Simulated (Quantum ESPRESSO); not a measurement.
HfN: zone-centre phonons under several settings

```
CELL_PARAMETERS angstrom
0.00000 2.25600 2.25600
2.25600 0.00000 2.25600
2.25600 2.25600 0.00000
ATOMIC_POSITIONS crystal
Hf 0.00000 0.00000 0.00000
N 0.50000 0.50000 0.50000
```

All runs used Quantum ESPRESSO 7.5; k mesh 8 × 8 × 8; relaxed cell; no spin polarisation; cutoff 612 eV; occupations cold, width 0.2 eV.

| level | potentials | volume (Å³/atom) | pressure (GPa) | lowest optical mode without the field (cm⁻¹) |
| --- | --- | --- | --- | --- |
| LDA | GBRV 1.5 LDA | 11.14 | -0.1 | 523 |
| PBE | GBRV 1.5 PBE | 11.72 | 0.0 | 488 |
| PBEsol | GBRV 1.5 PBEsol | 11.38 | 0.0 | 510 |
| AM05 | GBRV 1.5 PBE | 11.36 | 0.0 | 511 |
| revPBE | GBRV 1.5 PBE | ? | 0.0 | ? |
| PW91 | GBRV 1.5 PBE | 11.72 | 0.0 | 484 |
| vdW-DF-cx | GBRV 1.5 PBE | 11.38 | 0.0 | 514 |

Q: What stands in the row left open?

A: Volume 11.85 Å³/atom; lowest optical mode without the field 479 cm⁻¹.

Caveats: the mesh is thin for the phonons of a metal; the potentials were made for another functional, which shifts forces and pressure (some runs); before the sum rule the acoustic modes lie tens of cm⁻¹ from zero, a sign that the density grid also shifts the optical modes (some runs).

For the row left open. Caveat: the mesh is thin for the phonons of a metal; the potentials were made for another functional, which shifts forces and pressure.
